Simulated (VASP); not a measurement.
Wanted: the native input for a VASP 6.6.1 run.

```yaml
Task: single point
Functional: LDA
Potentials_or_basis: VASP PAW LDA potentials, release 64 (In_d, Sb)
Cutoff: 520 eV
k_mesh: 8 × 8 × 8
Occupations: fermi-dirac, width 0.05 eV
Spin: no spin polarisation
Further_INCAR_settings: ALGO = Fast; EDIFF = 1e-06
```

The structure of InSb lies in POSCAR:

```
InSb
1.0
    0.0000000000      3.2391000000      3.2391000000
    3.2391000000      0.0000000000      3.2391000000
    3.2391000000      3.2391000000      0.0000000000
In Sb
1 1
Direct
    0.0000000000      0.0000000000      0.0000000000
    0.2500000000      0.2500000000      0.2500000000
```

One way to write it, as run:

INCAR

```
SYSTEM = InSb
ALGO = Fast
EDIFF = 1E-6
ENCUT = 520
ISIF = 2
ISMEAR = -1
KPAR = 4
LASPH = .True.
LCHARG = .False.
LREAL = .False.
LWAVE = .False.
NELM = 80
PREC = Accurate
SIGMA = 0.05
```

KPOINTS

```
k-points
0
Gamma
  8 8 8
  0 0 0
```

Potentials or basis: VASP PAW LDA potentials, release 64 (In_d, Sb).

Launch:

```sh
$ cat potpaw_LDA.64/In_d/POTCAR potpaw_LDA.64/Sb/POTCAR > POTCAR
$ mpirun -np 4 vasp_std > vasp.out
```

Results of the run:

| Item | Value |
| --- | --- |
| Pressure | -0.5 GPa |
| Band gap on the k mesh | none (metal or under the smearing width) |

Caveat: this crystal is a semiconductor, whose small gap the functional closes, so the metal is an error of the method.

Run time: 11 s on 4 MPI ranks on Intel(R) Xeon(R) Platinum 8488C (Sapphire Rapids), with other jobs on the host, peak memory 0.17 GiB a rank.
